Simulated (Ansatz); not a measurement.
**Telling polymorphs of Al2O3 apart by 17O**

Computed with Ansatz: DFT, r2SCAN, plane waves and PAW, scalar-relativistic, 500 eV cutoff. Q(17O) = -25.58 mb, I = 5/2. The cells come from the COD and the Materials Project (computed, not necessarily observed phases), with the atoms as given or relaxed (PBE, cell held). Spin–orbit coupling is left out.

**Question.** Rank the structures by their largest 17O |C_Q|, smallest first.
A.
Al2O3
Space group Ia-3 (No. 206); a = 8.8753 Å.

| site | Wyckoff | site symmetry | x | y | z |
| --- | --- | --- | --- | --- | --- |
| Al1 | 8b | .-3. | 0.7500 | 0.2500 | 0.2500 |
| Al2 | 24d | 2.. | 0.7500 | 0.4622 | 0.5000 |
| O | 48e | 1 | 0.8862 | 0.6110 | 0.1597 |
B.
Al2O3
Space group R-3c:H (No. 167); a = 4.7605, c = 12.9956 Å, γ = 120.00°.

```csv
site,Wyckoff,site symmetry,x,y,z
Al,12c,3.,0.0000,0.0000,0.8521
O,18e,.2,0.9731,0.3333,0.0833
```
C.
Al2O3
```cif
data_Al2O3
_symmetry_space_group_name_H-M 'P-31c'
_symmetry_Int_Tables_number 163
_cell_length_a 4.7931
_cell_length_b 4.7931
_cell_length_c 8.9666
_cell_angle_alpha 90.000
_cell_angle_beta 90.000
_cell_angle_gamma 120.000
loop_
_atom_site_label
_atom_site_type_symbol
_atom_site_symmetry_multiplicity
_atom_site_Wyckoff_symbol
_atom_site_fract_x
_atom_site_fract_y
_atom_site_fract_z
Al1 Al 4 f 0.3333 0.6667 0.9628
Al2 Al 2 c 0.3333 0.6667 0.2500
Al3 Al 2 b 0.0000 0.0000 0.0000
O O 12 i 0.0318 0.6766 0.1120
```

**Answer.** A (1.54 MHz), C (1.96 MHz), B (2.39 MHz).
